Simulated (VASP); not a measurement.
**KI in VASP: one cell, several levels of theory**

Aim: gap, levels, forces and stress of KI (database structure), under -2.5 % strain along z alone at fixed geometry. Runs: PBE, r2SCAN.

The runs shown are made with VASP 6.6.1. PAW datasets, plane waves. The values are computed, spin-unpolarised, and not measurements.

## (1) The structure to begin with

The cell comes from an earlier relaxation with r2SCAN in another program, then strained, with the atoms relaxed again.

Space group P4/mmm (No. 123), tetragonal; conventional cell a = 4.291 Å, c = 4.184 Å, 38.52 Å³ an atom. Near K stand 8 I at 3.69 Å and 2 K at 4.18 Å; near I stand 8 K at 3.69 Å and 2 I at 4.18 Å.

Coordinates:

```xyz
2
Lattice="4.2911 0.0000 0.0000 0.0000 4.2911 0.0000 0.0000 0.0000 4.1842" Properties=species:S:1:pos:R:3 pbc="T T T"
K     0.0000    0.0000    0.0000
I     2.1455    2.1455    2.0921
```

## (2) PBE at this geometry

INCAR

```
ENCUT = 520.000000
SIGMA = 0.020000
EDIFF = 1.00e-07
GGA = PE
PREC = Accurate
IBRION = -1
ISIF = 2
ISMEAR = -1
NBANDS = 15
NELM = 120
NSW = 0
LASPH = .TRUE.
LCHARG = .FALSE.
LWAVE = .FALSE.
LREAL = .FALSE.
```

KPOINTS

```
KPOINTS created by Atomic Simulation Environment
0
Gamma
6 6 6
0 0 0
```

KPOINTS_OPT

```
special points
4
Reciprocal
0.0000000000 0.0000000000 0.0000000000 1
0.0000000000 0.5000000000 0.0000000000 1
0.5000000000 0.5000000000 0.0000000000 1
0.5000000000 0.5000000000 0.5000000000 1
```

POSCAR

```
K  I
 1.0000000000000000
     4.2910852517000002    0.0000000000000000    0.0000000000000000
     0.0000000000000000    4.2910852517000002    0.0000000000000000
     0.0000000000000000    0.0000000000000000    4.1842372289999998
 K   I
   1   1
Cartesian
  0.0000000000000000  0.0000000000000000  0.0000000000000000
  2.1455426258500001  2.1455426258500001  2.0921186144999995
```

Potentials: the recommended PBE PAW datasets, 16 valence electrons in the neutral cell.

Run with:

```console
> mpirun -np 1 vasp_std
```

## (3) Single point with r2SCAN

INCAR

```
ENCUT = 520.000000
SIGMA = 0.010000
EDIFF = 1.00e-07
ALGO = Normal
METAGGA = R2SCAN
PREC = Accurate
IBRION = -1
ISIF = 2
ISMEAR = 0
NBANDS = 15
NELM = 120
NSW = 0
LASPH = .TRUE.
LCHARG = .TRUE.
LELF = .TRUE.
LWAVE = .FALSE.
LREAL = .FALSE.
```

KPOINTS is that of step 2.

KPOINTS_OPT is that of step 2.

POSCAR is that of step 2.

**Question.** What will these runs give? Wanted: for each run, gap; pressure.

**Answer**, as computed:

| level | gap (eV) | pressure (GPa) |
| --- | --- | --- |
| PBE | 3.29 | 0.91 |
| r2SCAN | 4.00 | 0.42 |

The gap spans 3.29 eV (PBE) to 4.00 eV (r2SCAN). Spin-orbit coupling is left out, though the cell holds I (Z = 53); in an element this heavy it can shift bands and gaps by tenths of an eV.
